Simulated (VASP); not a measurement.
# In2O3 (R-3c) in VASP: further runs

The runs below take In2O3 through dielectric tensor, with LDA.

Everything below comes from runs of VASP 6.6.1. Logs are shortened: lines on timing, memory, paths and dates and some standing lists are left out, and cuts for length are marked.

## Step 1: The structure

It takes space group R-3c (No. 167, trigonal). The conventional cell has a = 5.487 Å, b = 5.487 Å, c = 14.510 Å, α = 90.00°, β = 90.00°, γ = 120.00°. Around In (site symmetry 3) lie 6 O at 2.12 to 2.26 Å. O (site symmetry 2) has 4 In at 2.12 to 2.26 Å as nearest neighbours.

## Step 2: Dielectric tensor, LDA

File INCAR:

```
ALGO = Normal ; EDIFF = 1E-8
ENCUT = 460 ; GGA = CA
ISIF = 2 ; ISMEAR = 0
LASPH = T ; LCHARG = F
LEPSILON = T ; LREAL = F
LWAVE = F ; NELM = 100
PREC = Accurate ; SIGMA = 0.01
```

File KPOINTS:

```
k-points
0
Gamma
  4 4 4
```

File POSCAR:

```
In2O3
1.0
    2.7435000000      1.5839604635      4.8366666667
   -2.7435000000      1.5839604635      4.8366666667
    0.0000000000     -3.1679209270      4.8366666667
In O
4 6
Direct
    0.8573100000      0.8573100000      0.8573100000
    0.6426900000      0.6426900000      0.6426900000
    0.1426900000      0.1426900000      0.1426900000
    0.3573100000      0.3573100000      0.3573100000
    0.0480000000      0.7500000000      0.4520000000
    0.7500000000      0.4520000000      0.0480000000
    0.4520000000      0.0480000000      0.7500000000
    0.9520000000      0.2500000000      0.5480000000
    0.2500000000      0.5480000000      0.9520000000
    0.5480000000      0.9520000000      0.2500000000
```

Potentials or basis: VASP PAW LDA potentials, release 64 (In_d, O).

Run with:

```console
> cat potpaw_LDA.64/In_d/POTCAR potpaw_LDA.64/O/POTCAR > POTCAR
> mpirun -np 1 vasp_std > vasp.out
```

OUTCAR:

```text
EDIFF = 1E-8
   ENCUT = 460
   GGA = CA
   ISIF = 2
   ISMEAR = 0
   LASPH = T
   LEPSILON = T
   LREAL = F
   NELM = 100
   PREC = Accurate

 Found     13 irreducible k-points:

 Following reciprocal coordinates:
            Coordinates               Weight
  0.000000  0.000000  0.000000      1.000000
  0.250000 -0.000000 -0.000000      6.000000
  0.500000 -0.000000 -0.000000      3.000000
  0.250000  0.250000 -0.000000      6.000000
  0.500000  0.250000  0.000000     12.000000
 -0.250000  0.250000  0.000000      6.000000
   k-points           NKPTS =     13   k-points in BZ     NKDIM =     13   number of bands    NBANDS=     52
   number of dos      NEDOS =    301   number of ions     NIONS =     10
   total plane-waves  NPLWV =  64000
   dimension x,y,z NGX =    40 NGY =   40 NGZ =   40
   dimension x,y,z NGXF=    80 NGYF=   80 NGZF=   80
   ions per type =               4   6
   NGX,Y,Z   is equivalent  to a cutoff of  11.50, 11.50, 11.50 a.u.
   NGXF,Y,Z  is equivalent  to a cutoff of  23.00, 23.00, 23.00 a.u.
 SYSTEM =  unknown system
   PREC   = accura    normal or accurate (medium, high low for compatibility)
   ISTART =      0    job   : 0-new  1-cont  2-samecut
   ICHARG =      2    charge: 1-file 2-atom 10-const
   ISPIN  =      1    spin polarized calculation?
   LNONCOLLINEAR =      F non collinear calculations
   LSORBIT =      F    spin-orbit coupling
   LASPH  =      T    aspherical Exc in radial PAW
   ENCUT  =  460.0 eV  33.81 Ry    5.81 a.u.  10.11 10.11 10.11*2*pi/ulx,y,z
   NELM   =    100;   NELMIN=  2; NELMDL= -5     # of ELM steps
   EDIFF  = 0.1E-07   stopping-criterion for ELM
   LREAL  =      F    real-space projection
   EDIFFG = 0.1E-06   stopping-criterion for IOM
   NSW    =      0    number of steps for IOM
   IBRION =     -1    ionic relax: 0-MD 1-quasi-New 2-CG
   NFREE  =      0    steps in history (QN), initial steepest desc. (CG)
   ISIF   =      2    stress and relaxation
   ISYM   =      2    0-nonsym 1-usesym 2-fastsym
   POTIM  = 0.5000    time-step for ionic-motion
   TEBEG  =    0.0;   TEEND  =   0.0 temperature during run
   PSTRESS=    0.0 pullay stress
   NELECT =      88.0000    total number of electrons
   NUPDOWN=      -1.0000    fix difference up-down
   EMIN   =  10.00;   EMAX   =-10.00  energy-range for DOS
   EFERMI =   0.00;   METHOD = LEGACY
   ISMEAR =     0;   SIGMA  =   0.01  broadening in eV -4-tet -1-fermi 0-gaus
   EFERMI_NEDOS =   21; number of points for ismear=-14 and -15
   IALGO  =     38    algorithm
   IMIX   =      4    mixing-type and parameters
     AMIX     =   0.40;   BMIX     =  1.00
     AMIX_MAG =   1.60;   BMIX_MAG =  1.00
  volume/ion in A,a.u.               =      12.61        85.10
  Fermi-wavevector in a.u.,A,eV,Ry     =   1.452068  2.744010 28.687886  2.108500
  Thomas-Fermi vector in A             =   2.569492
   LORBIT       =      0    0 simple, 1 ext, 2 COOP (PROOUT), +10 PAW based schemes
   GGA     = CA    functional components
   LHFCALC =     F    Hartree Fock is set to
   AEXX    =    0.0000 exact exchange contribution
   IVDW    =     0    specifies the selected vdW correction
   LEPSILON=     T    determine dielectric tensor
   LRPA    =     F    only Hartree local field effects (RPA)
 non-spin polarized calculation
 Gauss-broadening in eV      SIGMA  =   0.01
  energy-cutoff  :      460.00
  volume of cell :      126.11
 maximum number of plane-waves:      2908
   NGX = 21   NGY = 21   NGZ = 21

--------------------------------------- Ionic step        1  -------------------------------------------

 number of electron      87.9999962 magnetization

 E-fermi :   5.3499     XC(G=0): -11.7569

 val. band max:        5.2955791592   @ k =   0.2500  -0.0000  -0.0000
 cond. band min:       6.5044982549   @ k =   0.0000   0.0000   0.0000
 fundamental gap:      1.2089190957
 Fermi energy:         5.3498634331

 k-point     1 :       0.0000    0.0000    0.0000
  band No.  band energies     occupation
      1     -12.1153      2.00000
      2     -11.1951      2.00000
      3     -11.1951      2.00000
      4     -10.9510      2.00000
      5     -10.9510      2.00000
      6     -10.8450      2.00000
[... 44 lines left out ...]
     51      14.3431      0.00000
     52      14.6065      0.00000

 k-point     2 :       0.2500   -0.0000   -0.0000
  band No.  band energies     occupation
      1     -11.9374      2.00000
      2     -11.1725      2.00000
      3     -11.1580      2.00000
      4     -11.1036      2.00000
      5     -10.9913      2.00000
      6     -10.9156      2.00000
[... 44 lines left out ...]
     51      14.6035      0.00000
     52      15.0299      0.00000

 k-point     3 :       0.5000   -0.0000   -0.0000
  band No.  band energies     occupation
      1     -11.5139      2.00000
      2     -11.5139      2.00000
      3     -11.0920      2.00000
      4     -11.0920      2.00000
      5     -11.0453      2.00000
      6     -11.0453      2.00000
[... 44 lines left out ...]
     51      14.2983      0.00000
     52      14.2983      0.00000

 k-point     4 :       0.2500    0.2500   -0.0000
  band No.  band energies     occupation
      1     -11.9027      2.00000
      2     -11.2520      2.00000
      3     -11.1110      2.00000
      4     -11.1099      2.00000
      5     -10.9728      2.00000
      6     -10.9143      2.00000
[... 44 lines left out ...]
     51      14.0811      0.00000
     52      15.2811      0.00000

 k-point     5 :       0.5000    0.2500    0.0000
  band No.  band energies     occupation
      1     -11.6306      2.00000
      2     -11.3829      2.00000
      3     -11.1814      2.00000
      4     -11.0936      2.00000
      5     -11.0483      2.00000
      6     -10.9176      2.00000
[... 44 lines left out ...]
     51      14.0070      0.00000
     52      15.0457      0.00000

 k-point     6 :      -0.2500    0.2500    0.0000
  band No.  band energies     occupation
      1     -11.6971      2.00000
      2     -11.3242      2.00000
      3     -11.2038      2.00000
      4     -11.0670      2.00000
      5     -10.9899      2.00000
      6     -10.9890      2.00000
[... 44 lines left out ...]
     51      14.5046      0.00000
     52      14.8425      0.00000

 [... further k-points ...]

  FORCE on cell =-STRESS in cart. coord.  units (eV):
  Direction    XX          YY          ZZ          XY          YZ          ZX
  --------------------------------------------------------------------------------------
  -------------------------------------------------------------------------------------
  Total       -2.3693429     -2.3693429     -2.7806303     -0.0000000      0.0000000      0.0000000
  in kB      -30.1017531    -30.1017531    -35.3270292     -0.0000000      0.0000000      0.0000000
  external PRESSURE =     -31.8435118 kB  Pullay stress =       0.0000000 kB

 VOLUME and BASIS-vectors are now :
 -----------------------------------------------------------------------------
  energy-cutoff  :      460.00
  volume of cell :      126.11
      direct lattice vectors                 reciprocal lattice vectors
     2.743500000  1.583960463  4.836666667     0.182248952  0.105221482  0.068917988
    -2.743500000  1.583960463  4.836666667    -0.182248952  0.105221482  0.068917988
     0.000000000 -3.167920927  4.836666667     0.000000000 -0.210442963  0.068917988

 POSITION                                       TOTAL-FORCE (eV/Angst)
 -----------------------------------------------------------------------------------
      0.00000      0.00000     12.43957         0.000000     -0.000000     -0.103190
      0.00000      0.00000      9.32543         0.000000     -0.000000      0.103190
      0.00000      0.00000      2.07043         0.000000     -0.000000      0.103190
      0.00000      0.00000      5.18457         0.000000     -0.000000     -0.103190
     -1.92594     -0.16790      6.04583        -0.087497     -0.151549     -0.000000
      0.81756      1.75186      6.04583        -0.087497      0.151549     -0.000000
      1.10837     -1.58396      6.04583         0.174994     -0.000000     -0.000000
      1.92594      0.16790      8.46417         0.087497      0.151549     -0.000000
     -0.81756     -1.75186      8.46417         0.087497     -0.151549     -0.000000
     -1.10837      1.58396      8.46417        -0.174994     -0.000000     -0.000000
 -----------------------------------------------------------------------------------
    total drift:                               -0.000000     -0.000000      0.000000

  FREE ENERGIE OF THE ION-ELECTRON SYSTEM (eV)
  ---------------------------------------------------
  free  energy   TOTEN  =       -63.6649973052 eV

  energy  without entropy=      -63.6649973052  energy(sigma->0) =      -63.66499731

 HEAD OF MICROSCOPIC STATIC DIELECTRIC TENSOR (INDEPENDENT PARTICLE, excluding Hartree and local field effects)
 ------------------------------------------------------
           5.449658     0.000000     0.000000
          -0.000000     5.449658     0.000000
          -0.000000     0.000000     5.309970
 ------------------------------------------------------

 Free energy of the ion-electron system (eV)
  ---------------------------------------------------
  ---------------------------------------------------
  free energy    TOTEN  =        -1.55815004 eV

  energy without entropy =       -1.55815004

------------------------ aborting loop because EDIFF is reached ----------------------------------------

--------------------------------------- Ionic step        2  -------------------------------------------

------------------------ aborting loop because EDIFF is reached ----------------------------------------

--------------------------------------- Ionic step        3  -------------------------------------------

 Free energy of the ion-electron system (eV)
  ---------------------------------------------------
  ---------------------------------------------------
  free energy    TOTEN  =        -1.50696301 eV

  energy without entropy =       -1.50696301

------------------------ aborting loop because EDIFF is reached ----------------------------------------

 PIEZOELECTRIC TENSOR FIELD DIRECTION 3  (e Angst)
 -----------------------------------------------------------------------------
     0.00679  0.00000  0.00000           ( -0.00001  0.00000  0.00000)
    -0.00000  0.00679  0.00000           (  0.00000 -0.00001  0.00000)
     0.00000 -0.00000 -0.01677           (  0.00000 -0.00000 -0.00010)

 PIEZOELECTRIC TENSOR FIELD DIRECTION 3  (C/m^2)
 -----------------------------------------------------------------------------
     0.00086  0.00000  0.00000
    -0.00000  0.00086  0.00000
     0.00000 -0.00000 -0.00213

 MACROSCOPIC STATIC DIELECTRIC TENSOR (including local field effects in DFT)
 ------------------------------------------------------
           5.303287     0.000000     0.000000
           0.000000     5.303287    -0.000000
           0.000000     0.000000     5.164401
 ------------------------------------------------------

 PIEZOELECTRIC TENSOR (including local field effects)  for field in x, y, z        (e  Angst)
          XX          YY          ZZ          XY          YZ          ZX
  --------------------------------------------------------------------------------
  x     0.00000     0.00000     0.00000     0.00000     0.00000     0.00000
  y     0.00000     0.00000     0.00000     0.00000     0.00000     0.00000
  z     0.00000     0.00000     0.00000     0.00000     0.00000     0.00000

 PIEZOELECTRIC TENSOR (including local field effects)  for field in x, y, z        (C/m^2)
          XX          YY          ZZ          XY          YZ          ZX
  --------------------------------------------------------------------------------
  x     0.00000     0.00000     0.00000     0.00000     0.00000     0.00000
  y     0.00000     0.00000     0.00000     0.00000     0.00000     0.00000
  z     0.00000     0.00000     0.00000     0.00000     0.00000     0.00000

 BORN EFFECTIVE CHARGES (including local field effects) (in |e|, cummulative output)
 ---------------------------------------------------------------------------------
 ion    1
    1     3.34319     0.02781    -0.00000
    2    -0.02781     3.34319     0.00000
    3    -0.00000     0.00000     3.23608
 ion    2
    1     3.34319    -0.02781     0.00000
    2     0.02781     3.34319    -0.00000
    3     0.00000     0.00000     3.23608
 ion    3
    1     3.34319     0.02781     0.00000
    2    -0.02781     3.34319    -0.00000
    3    -0.00000     0.00000     3.23608
 ion    4
    1     3.34319    -0.02781     0.00000
    2     0.02781     3.34319    -0.00000
    3     0.00000     0.00000     3.23608
 ion    5
    1    -2.17009    -0.10167     0.33813
    2    -0.10167    -2.28749    -0.19522
    3     0.46982    -0.27125    -2.15739
 ion    6
    1    -2.17009     0.10167    -0.33813
    2     0.10167    -2.28749    -0.19522
    3    -0.46982    -0.27125    -2.15739
 ion    7
    1    -2.34619     0.00000     0.00000
    2     0.00000    -2.11140     0.39044
    3     0.00000     0.54250    -2.15739
 ion    8
    1    -2.17009    -0.10167     0.33813
    2    -0.10167    -2.28749    -0.19522
    3     0.46982    -0.27125    -2.15739
 ion    9
    1    -2.17009     0.10167    -0.33813
    2     0.10167    -2.28749    -0.19522
    3    -0.46982    -0.27125    -2.15739
 ion   10
    1    -2.34619     0.00000     0.00000
    2     0.00000    -2.11140     0.39044
    3     0.00000     0.54250    -2.15739
```

Wall time 11 min (1 thread of Intel Xeon 6975P-C (Granite Rapids), shared host); peak memory 0.45 GiB.

These settings aren't checked as converged: the numbers below hold their error.

Results:

| Item | Value |
| --- | --- |
| Band gap on the k mesh | 1.21 eV, indirect (least direct gap 1.25 eV) |
| Electronic dielectric tensor (diagonal) | 5.30, 5.30, 5.16 |
| Born charges (mean of the diagonal) | In +3.31; O -2.20 e |

Caveat: the cutoff is under 1.25 times the usual one of these potentials, so pressure, stress and relaxed cells hold a basis-set (Pulay) error; spin-orbit coupling is left out, which moves the levels of the heavy elements.

(Continued in part 2 of 2.)
